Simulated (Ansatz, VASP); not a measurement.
**BN in VASP and in Ansatz**

The input INCAR:

```
PREC     = Accurate       # precision mode
ENCUT    = 520            # plane-wave cutoff, eV
EDIFF    = 1E-7           # SCF threshold, eV
ISMEAR   = 1              # smearing method
SIGMA    = 0.1            # smearing width, eV
LREAL    = F              # projectors in reciprocal space
LASPH    = T              # aspherical terms in the spheres
NELM     = 100            # most SCF steps
ALGO     = Normal         # electronic algorithm
ISIF     = 2              # what is computed and relaxed
LWAVE    = F              # write WAVECAR
LCHARG   = F              # write CHGCAR
GGA      = PE             # functional
IVDW     = 13             # dispersion correction
NBANDS   = 16             # bands
```

KPOINTS

```
Automatic mesh
0
Gamma
  12 12 6
```

Contents of POSCAR:

```
BN
1.0
    2.5539396000      0.0000000000      0.0000000000
   -1.2769698000      2.2117765733      0.0000000000
    0.0000000000      0.0000000000      4.2268550000
N B
2 2
Direct
    0.3333333333      0.6666666667      0.1252760000
    0.6666666666      0.3333333333      0.6252760000
    0.3333333333      0.6666666667      0.4997240000
    0.6666666666      0.3333333333      0.9997240000
```

Contents of input.yaml:

```yaml
crystal:
  lattice:
    - [2.5539396, 0.0, 0.0]
    - [-1.2769698, 2.2117765733, 0.0]
    - [0.0, 0.0, 4.226855]
  atoms:
    - { symbol: "N", position: [0.3333333333, 0.6666666667, 0.125276] }
    - { symbol: "N", position: [0.6666666666, 0.3333333333, 0.625276] }
    - { symbol: B, position: [0.3333333333, 0.6666666667, 0.499724] }
    - { symbol: B, position: [0.6666666666, 0.3333333333, 0.999724] }
hamiltonian:
  xc: pbe
  pseudopotentials: { kind: nc, accuracy: standard }
  dispersion: d4
kpoints:
  mp_grid: { grid: [12, 12, 6] }
scf:
  occupations: { method: methfessel_paxton, width: 0.1 }
output:
  forces: true
  stress: true
  eigenvalues: true
```

Measurements of this composition are mostly on another form, of space group No. 194.

Alike in both runs: task single point; functional PBE; dispersion D4; k mesh 12 × 12 × 6; occupations methfessel-paxton of order 1, width 0.1 eV; no spin polarisation.

|  | VASP | Ansatz |
| --- | --- | --- |
| version | VASP 6.6.1 | Ansatz 0.2.0 |
| potentials or method | VASP PAW PBE potentials, release 64 (N, B) | PseudoDojo standard (PBE files) |
| plane-wave cutoff (eV) | 520 | 1143 |
| valence electrons in the cell | 16 | 16 |

|  | VASP | Ansatz | Ansatz less VASP |
| --- | --- | --- | --- |
| gap on the k mesh at the Fermi level (eV) | 5.20 | 5.27 | +0.075 |
| least direct gap on the mesh (eV) | 8.23 | 8.29 | +0.056 |
| pressure (GPa) | -5.4 | -5.9 | -0.57 |
| largest component of the traceless stress (GPa) | 0.53 | 0.57 | +0.046 |
| rms of the force components (eV/Å) | 0.010 | 0.010 | -0.0001 |
| dispersion energy (meV/atom) | -236.1 | -236.2 | -0.05 |

Atom by atom the forces differ by 0.000 eV/Å (rms over components).

A k mesh can miss the band edges.
